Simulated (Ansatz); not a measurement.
Born–Oppenheimer molecular dynamics of a periodic cell of 24 atoms, Li$_{2}$S (host Li2S, host structure Fm-3m). It starts from a structure without forces on its atoms.

These are results of DFT PBE-D3(BJ), scalar-relativistic, plane waves, PAW in Ansatz 0.2.0, not measurements. Settings: accuracy low, cutoff 420 eV, k mesh 2x2x2, fermi-dirac smearing 0.05 eV, no spin polarisation.

* ensemble: NVT, Langevin thermostat
* time step: 1 fs
* steps asked: 340
* set temperature: 700 K
* friction: 0.005 /fs
* seed: 342180

Frames 20 fs apart, positions in Å, forces in eV/Å.

Velocities at 110.0 fs (Å/ps):

```
Li -17.36 -2.15 3.37
Li 2.86 -9.25 -3.88
S -1.18 -7.14 2.39
Li 3.43 5.55 12.81
Li -15.23 -7.13 -1.43
S -0.21 3.90 -5.97
Li -2.64 -2.63 -3.60
Li -11.31 0.14 -1.09
S -0.16 -1.57 -6.72
Li -4.07 -1.03 3.64
Li -13.91 -7.62 18.71
S -3.47 -4.32 -1.49
Li -4.07 -3.08 -7.16
Li 0.05 1.39 -10.93
S 3.67 7.13 -7.73
Li 10.43 -2.58 -6.77
Li 9.02 -4.24 -2.98
S 0.26 -2.23 4.85
Li -0.07 6.23 -0.68
Li 9.77 3.54 -5.21
S 5.27 -2.39 -0.72
Li 5.95 1.67 7.36
Li 3.47 -2.82 7.05
S 2.89 1.69 7.47
```

```xyz
24
Lattice="0.0000 5.7080 5.7080 5.7080 0.0000 5.7080 5.7080 5.7080 0.0000" Properties=species:S:1:pos:R:3:forces:R:3 time_fs=110.0 energy_less_start_eV=1.697 T=529
Li 1.105 1.544 1.452 0.52 -0.33 -0.38
Li 4.364 4.100 4.171 -0.09 0.53 0.12
S 0.058 -0.079 0.017 -0.14 0.59 -0.20
Li 4.363 4.225 1.324 -0.15 -0.03 0.32
Li 6.886 7.053 4.149 0.62 -0.05 0.09
S 2.802 2.652 -0.148 0.44 0.01 0.97
Li 4.415 1.445 4.312 -0.21 0.00 -0.34
Li 7.236 4.012 7.078 -0.18 0.70 -0.04
S 3.008 -0.098 2.972 -0.33 0.84 0.29
Li 7.161 3.948 4.308 -0.14 0.79 -0.32
Li 9.800 7.099 6.937 0.45 0.11 0.24
S 5.705 2.948 2.746 0.35 -0.78 -0.13
Li 1.419 4.281 4.074 0.02 -0.02 0.28
Li 4.290 6.927 6.990 -0.04 0.34 0.31
S -0.193 2.826 2.825 0.72 -0.24 0.34
Li 4.335 6.750 4.213 -0.35 0.64 -0.13
Li 7.340 10.381 7.194 -0.32 -0.78 -0.28
S 2.835 5.785 2.713 -0.12 -0.83 -0.35
Li 4.310 4.278 7.282 0.02 0.06 -0.44
Li 7.212 7.047 9.870 -0.28 -0.06 -0.12
S 2.927 3.088 5.655 -0.08 -0.46 -0.31
Li 7.378 7.412 6.887 -0.95 -0.43 0.51
Li 9.990 10.006 10.238 -0.15 -0.32 -0.64
S 5.731 5.629 5.633 0.39 -0.27 0.22
24
Lattice="0.0000 5.7080 5.7080 5.7080 0.0000 5.7080 5.7080 5.7080 0.0000" Properties=species:S:1:pos:R:3:forces:R:3 time_fs=130.0 energy_less_start_eV=1.767 T=642
Li 0.943 1.478 1.330 0.92 -0.20 -0.37
Li 4.404 4.135 4.256 -0.06 0.19 -0.12
S 0.047 -0.200 0.011 -0.11 0.59 -0.13
Li 4.392 4.337 1.552 -0.16 -0.15 -0.40
Li 6.901 6.947 4.141 0.93 0.27 -0.10
S 2.833 2.711 -0.193 -0.16 -0.11 0.56
Li 4.279 1.334 4.151 0.21 0.10 0.25
Li 7.080 4.170 6.990 0.54 0.02 0.18
S 2.980 -0.081 2.889 -0.73 0.24 -0.02
Li 7.063 4.115 4.328 0.34 0.11 -0.43
Li 9.770 7.129 7.287 0.33 0.27 -0.68
S 5.666 2.825 2.713 0.52 -0.22 0.38
Li 1.369 4.165 4.089 0.23 0.18 0.41
Li 4.232 7.029 6.862 -0.18 0.36 0.54
S -0.105 2.965 2.708 0.03 -0.95 0.57
Li 4.470 6.820 4.131 -0.65 0.47 0.23
Li 7.478 10.067 7.047 -0.67 0.15 0.03
S 2.824 5.627 2.808 0.30 -0.13 -0.26
Li 4.295 4.435 7.071 0.07 -0.36 0.15
Li 7.283 7.080 9.737 -0.47 0.06 0.49
S 3.005 2.997 5.596 -0.46 -0.88 0.29
Li 7.298 7.400 7.074 -0.46 -0.39 -0.22
Li 10.034 9.861 10.188 -0.22 0.10 -0.47
S 5.815 5.658 5.780 -0.11 0.29 -0.88
24
Lattice="0.0000 5.7080 5.7080 5.7080 0.0000 5.7080 5.7080 5.7080 0.0000" Properties=species:S:1:pos:R:3:forces:R:3 time_fs=150.0 energy_less_start_eV=1.674 T=547
Li 1.329 1.341 1.027 -0.02 0.04 0.61
Li 4.412 4.306 4.241 -0.10 -0.23 0.02
S 0.002 -0.273 -0.020 0.15 0.49 -0.31
Li 4.449 4.415 1.621 -0.05 -0.29 -0.49
Li 7.307 6.973 4.114 -0.39 0.41 0.18
S 2.869 2.724 -0.201 -0.64 0.23 -0.14
Li 4.223 1.333 4.093 0.44 -0.10 0.32
Li 7.207 4.275 7.030 0.16 -0.31 0.15
S 2.914 -0.050 2.815 -0.41 -0.39 -0.68
Li 7.077 4.346 4.229 0.32 -0.40 -0.16
Li 9.871 7.329 7.377 -0.18 -0.49 -0.65
S 5.664 2.737 2.770 0.25 0.44 0.16
Li 1.419 4.004 4.313 -0.06 0.43 -0.41
Li 4.063 7.223 6.929 0.52 -0.35 0.61
S -0.035 2.991 2.646 0.32 -0.92 0.46
Li 4.373 7.048 4.212 -0.03 -0.03 0.07
Li 7.283 9.723 6.912 -0.33 0.53 0.45
S 2.854 5.439 2.868 0.09 1.22 0.12
Li 4.190 4.362 6.857 0.37 0.04 0.63
Li 7.032 7.051 9.842 0.24 -0.30 0.08
S 3.058 2.827 5.519 -0.61 -0.54 0.51
Li 6.973 7.162 7.119 0.49 -0.32 -0.09
Li 10.011 9.767 9.953 -0.01 0.49 -0.12
S 5.840 5.684 5.825 -0.54 0.32 -1.33
24
Lattice="0.0000 5.7080 5.7080 5.7080 0.0000 5.7080 5.7080 5.7080 0.0000" Properties=species:S:1:pos:R:3:forces:R:3 time_fs=170.0 energy_less_start_eV=1.862 T=548
Li 1.642 1.224 1.123 -0.71 0.05 0.14
Li 4.364 4.391 4.169 0.29 -0.51 0.66
S -0.013 -0.292 -0.140 0.29 0.68 0.23
Li 4.576 4.319 1.472 -0.79 -0.04 0.00
Li 7.476 7.135 4.097 -0.86 -0.12 0.01
S 2.847 2.740 -0.201 -0.17 0.46 0.31
Li 4.448 1.310 4.156 -0.42 -0.20 0.33
Li 7.465 4.223 7.195 -0.71 -0.57 -0.67
S 2.819 -0.059 2.674 0.33 -0.22 0.01
Li 7.160 4.375 4.099 -0.06 -0.30 0.47
Li 9.903 7.346 7.163 0.24 -0.60 0.14
S 5.734 2.722 2.856 0.13 0.27 -0.16
Li 1.448 4.045 4.395 0.13 0.12 -0.61
Li 4.144 7.301 7.222 0.14 -0.27 -0.49
S 0.076 2.922 2.702 -0.09 -0.59 0.09
Li 4.288 7.214 4.297 0.46 -0.41 -0.22
Li 6.995 9.546 6.957 0.67 0.30 -0.08
S 2.922 5.430 2.893 -0.04 1.45 -0.19
Li 4.232 4.308 6.970 0.35 0.04 -0.08
Li 6.952 6.891 9.918 0.79 0.12 0.05
S 3.032 2.673 5.500 -0.27 0.57 0.61
Li 6.846 6.807 7.221 0.87 0.33 0.32
Li 10.027 9.930 9.759 -0.13 -0.11 0.13
S 5.772 5.738 5.726 -0.46 -0.44 -0.99
24
Lattice="0.0000 5.7080 5.7080 5.7080 0.0000 5.7080 5.7080 5.7080 0.0000" Properties=species:S:1:pos:R:3:forces:R:3 time_fs=190.0 energy_less_start_eV=1.517 T=622
Li 1.534 1.266 1.320 -0.62 0.13 -0.49
Li 4.446 4.205 4.340 -0.26 -0.27 -0.26
S -0.019 -0.177 -0.210 0.33 -0.47 0.69
Li 4.383 4.104 1.273 0.00 0.23 0.04
Li 7.253 7.247 4.015 0.08 -0.73 0.54
S 2.803 2.766 -0.200 0.63 -0.03 0.40
Li 4.431 1.195 4.268 -0.42 0.49 -0.16
Li 7.434 3.937 7.106 -0.43 0.40 0.14
S 2.723 -0.132 2.537 0.81 -0.30 0.78
Li 7.160 4.239 4.213 -0.09 0.16 -0.02
Li 10.006 7.039 6.992 0.11 -0.10 0.20
S 5.802 2.657 2.949 -0.17 -0.05 -0.42
Li 1.579 4.144 4.199 -0.11 -0.12 0.22
Li 4.232 7.241 7.339 -0.03 -0.45 -0.67
S 0.118 2.790 2.787 -0.36 0.28 -0.68
Li 4.348 7.170 4.212 0.07 -0.07 0.01
Li 7.060 9.530 7.058 0.45 0.27 -0.25
S 3.006 5.545 2.926 0.15 -0.32 -0.79
Li 4.471 4.278 6.960 -0.26 -0.08 -0.07
Li 7.322 6.750 9.998 -0.25 0.62 0.21
S 2.979 2.627 5.567 -0.13 0.39 0.21
Li 7.034 6.588 7.439 -0.17 0.46 -0.72
Li 9.991 10.015 9.652 -0.04 -0.28 0.25
S 5.667 5.762 5.504 0.72 -0.17 0.85
24
Lattice="0.0000 5.7080 5.7080 5.7080 0.0000 5.7080 5.7080 5.7080 0.0000" Properties=species:S:1:pos:R:3:forces:R:3 time_fs=210.0 energy_less_start_eV=2.303 T=456
Li 1.129 1.323 1.238 0.79 -0.26 0.15
Li 4.374 3.933 4.362 0.04 0.27 -0.52
S 0.042 -0.051 -0.193 -0.04 -1.30 -0.31
Li 4.117 4.020 1.133 0.93 0.57 0.66
Li 7.096 6.945 4.107 0.40 0.15 0.02
S 2.814 2.840 -0.171 0.16 -0.31 0.12
Li 4.205 1.237 4.311 0.24 0.08 -0.44
Li 7.146 3.839 7.089 0.31 0.61 -0.07
S 2.684 -0.163 2.513 0.86 0.43 0.83
Li 6.984 4.181 4.288 0.31 0.04 -0.40
Li 10.087 6.668 6.918 -0.56 0.72 0.54
S 5.878 2.569 3.003 -0.56 -0.13 -0.90
Li 1.705 4.134 4.086 -0.43 -0.13 0.40
Li 4.311 7.044 7.183 -0.09 0.01 -0.18
S 0.099 2.706 2.797 -0.38 0.59 -0.28
Li 4.372 7.118 4.149 -0.40 0.39 -0.26
Li 7.384 9.616 7.045 -0.81 0.08 0.21
S 3.089 5.594 2.897 -0.43 -0.74 -0.84
Li 4.530 4.276 7.002 -0.53 -0.17 -0.08
Li 7.485 6.872 10.073 -0.67 0.12 -0.35
S 2.933 2.656 5.693 0.08 -0.49 -0.29
Li 7.164 6.692 7.198 -0.05 0.46 -0.12
Li 9.945 9.935 9.663 0.02 0.01 0.24
S 5.563 5.770 5.343 0.82 -1.01 1.88
24
Lattice="0.0000 5.7080 5.7080 5.7080 0.0000 5.7080 5.7080 5.7080 0.0000" Properties=species:S:1:pos:R:3:forces:R:3 time_fs=230.0 energy_less_start_eV=2.207 T=569
Li 1.129 1.262 1.285 0.71 0.03 0.06
Li 4.362 3.777 4.106 -0.26 0.71 0.25
S 0.120 -0.102 -0.208 -0.74 -0.74 0.09
Li 4.129 4.182 1.298 0.68 -0.27 -0.14
Li 7.178 6.742 4.218 -0.12 0.60 -0.40
S 2.874 2.895 -0.132 -0.36 -0.56 0.19
Li 4.065 1.249 4.080 0.64 -0.26 0.14
Li 7.001 4.005 7.070 0.40 0.34 -0.33
S 2.735 -0.150 2.570 0.72 0.62 0.90
Li 6.885 4.090 4.115 0.68 0.29 0.31
Li 9.944 6.685 7.026 0.62 0.88 -0.60
S 5.879 2.487 2.963 -0.72 0.03 -1.47
Li 1.500 4.112 4.126 -0.09 0.00 0.23
Li 4.499 6.945 6.956 -0.50 0.48 0.18
S -0.004 2.693 2.728 0.09 0.49 -0.01
Li 4.265 7.152 3.934 0.01 -0.11 0.68
Li 7.473 9.730 7.107 -1.18 -0.23 -0.29
S 3.092 5.569 2.789 -1.33 -0.82 0.11
Li 4.339 4.287 7.024 0.03 -0.35 -0.12
Li 7.301 6.993 9.952 0.05 -0.22 0.09
S 2.944 2.661 5.759 0.23 -0.24 -1.11
Li 7.319 6.917 6.824 -0.53 -0.28 0.71
Li 9.876 9.839 9.883 0.37 0.33 -0.20
S 5.540 5.678 5.377 0.62 -0.75 0.73
24
Lattice="0.0000 5.7080 5.7080 5.7080 0.0000 5.7080 5.7080 5.7080 0.0000" Properties=species:S:1:pos:R:3:forces:R:3 time_fs=250.0 energy_less_start_eV=1.333 T=736
Li 1.587 1.305 1.370 -0.44 0.37 -0.36
Li 4.252 3.943 4.010 0.06 0.15 0.46
S 0.122 -0.228 -0.197 -0.46 0.38 0.83
Li 4.425 4.206 1.413 -0.10 -0.18 -0.44
Li 7.163 6.875 4.174 -0.30 0.30 -0.12
S 2.906 2.910 -0.044 -0.13 -0.78 -0.17
Li 4.161 1.218 3.968 0.43 0.03 0.59
Li 7.084 4.329 7.033 -0.04 -0.58 -0.06
S 2.811 -0.051 2.693 0.04 -0.79 0.02
Li 7.063 4.098 4.107 0.27 0.03 0.20
Li 9.916 7.058 7.033 0.75 -0.49 0.13
S 5.853 2.432 2.827 -0.54 1.03 -0.87
Li 1.319 4.084 4.278 0.49 -0.36 -0.54
Li 4.496 7.073 6.858 -0.37 -0.06 0.03
S -0.073 2.774 2.622 0.34 -0.10 0.58
Li 4.146 7.078 3.976 0.26 -0.06 0.31
Li 7.017 9.721 7.062 0.45 0.12 -0.07
S 2.970 5.443 2.663 -0.44 0.47 0.45
Li 4.175 4.191 6.982 0.26 0.13 0.15
Li 7.103 6.977 9.921 0.51 -0.34 0.31
S 2.987 2.627 5.752 -0.98 0.38 -1.38
Li 7.271 6.875 6.818 -0.22 -0.07 0.47
Li 10.004 9.841 10.016 0.02 0.12 -0.47
S 5.642 5.508 5.479 0.14 0.30 -0.04
24
Lattice="0.0000 5.7080 5.7080 5.7080 0.0000 5.7080 5.7080 5.7080 0.0000" Properties=species:S:1:pos:R:3:forces:R:3 time_fs=270.0 energy_less_start_eV=2.021 T=486
Li 1.706 1.468 1.342 -0.64 -0.31 0.31
Li 4.128 4.123 4.125 0.29 -0.27 0.19
S 0.082 -0.279 -0.119 -0.10 0.83 -0.19
Li 4.548 4.148 1.389 -0.97 0.01 0.02
Li 6.911 7.070 4.063 0.36 -0.43 0.16
S 2.856 2.838 0.002 0.61 -0.34 -1.01
Li 4.382 1.226 4.139 -0.19 0.10 0.08
Li 7.173 4.430 6.887 0.00 -1.23 0.35
S 2.860 0.012 2.807 -0.19 -0.46 -0.26
Li 7.279 4.088 4.198 -0.32 0.15 -0.33
Li 10.159 7.229 6.954 -0.28 -1.05 -0.28
S 5.802 2.441 2.643 0.06 0.84 0.54
Li 1.287 3.954 4.230 0.43 0.15 -0.39
Li 4.341 7.183 6.859 0.13 -0.70 0.22
S -0.109 2.806 2.527 0.71 0.07 1.46
Li 4.152 6.960 4.091 0.23 0.04 -0.14
Li 6.801 9.741 6.962 1.45 -0.25 0.37
S 2.843 5.390 2.584 0.68 0.72 1.23
Li 4.079 4.189 7.018 0.13 0.26 0.01
Li 7.244 6.879 9.951 -0.18 -0.02 -0.20
S 2.957 2.597 5.676 -0.97 0.45 -0.81
Li 7.230 6.851 7.009 0.01 0.28 -0.20
Li 10.028 9.959 9.871 -0.21 -0.19 -0.15
S 5.744 5.353 5.582 -1.01 1.32 -0.97
```

Of the whole run (340 fs, mean temperature of the second half 570 K): The mean temperature of the second half is 19 % below the set value. A run of 0.34 ps of so small a system gives no equilibrium averages. Limits of this set-up: low accuracy level.

The run took 11 min on 1 thread of AMD EPYC 9R45 96-Core Processor (Zen 5), on a shared host, peak memory 0.77 GiB.
